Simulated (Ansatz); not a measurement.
CuAu:

```
CELL_PARAMETERS angstrom
1.44306 0.83315 4.25617
-1.44306 0.83315 4.25617
0.00000 -1.66630 4.25617
ATOMIC_POSITIONS crystal
Au 0.00000 0.00000 0.00000
Cu 0.50000 0.50000 0.50000
```

The cell comes from a database or a generator and needn't be the stable form of this composition.

| Property | Result |
| --- | --- |
| Program | Ansatz 0.2.0 |
| Task | relaxation of cell and atoms |
| Functional | HSE03 |
| Potentials or basis | Ansatz PAW |
| Cutoff | 420 eV (not typed: the program's choice for these potentials) |
| k mesh | 6 × 6 × 6 |
| Occupations | fermi-dirac, width 0.05 eV |
| Spin | no spin polarisation |

At the start: volume 15.35 Å³/atom.

Problem. How do energy, volume and symmetry change on relaxing?

Solution. It ends after 8 steps and the volume is 15.21 Å³/atom (-1.0 %); space group R-3m (No. 166, to 0.05 Å).

The path:
| step | energy change (eV) | largest force (eV/Å) | volume (Å³) |
| --- | --- | --- | --- |
| 1 | 0.0000 | 0.0000 | 30.70 |
| 2 | -0.0054 | 0.0000 | 30.36 |
| 3 | -0.0088 | 0.0000 | 30.22 |
| 4 | -0.0090 | 0.0000 | 30.40 |
| 5 | -0.0090 | 0.0000 | 30.41 |
| 6 | -0.0085 | 0.0000 | 30.41 |
| 7 | -0.0085 | 0.0000 | 30.41 |
| 8 | -0.0085 | 0.0000 | 30.41 |

Final structure:
```
Au Cu
1.0
     1.45705    0.84123    4.13512
    -1.45705    0.84123    4.13512
     0.00000   -1.68246    4.13512
Au Cu
1 1
Cartesian
  0.0000 0.0000 0.0000
  0.0000 0.0000 6.2027
```

Caveat: the k mesh is coarse (spacing up to 0.43 Å⁻¹), so the values aren't converged, least of all with exact exchange; the plane-wave basis is chosen anew once the cell has moved, so the energies of steps on either side of that aren't comparable; the PAW data sets come from PBE, with cores solved anew for the run's functional, which leaves a small shift of forces and pressure.
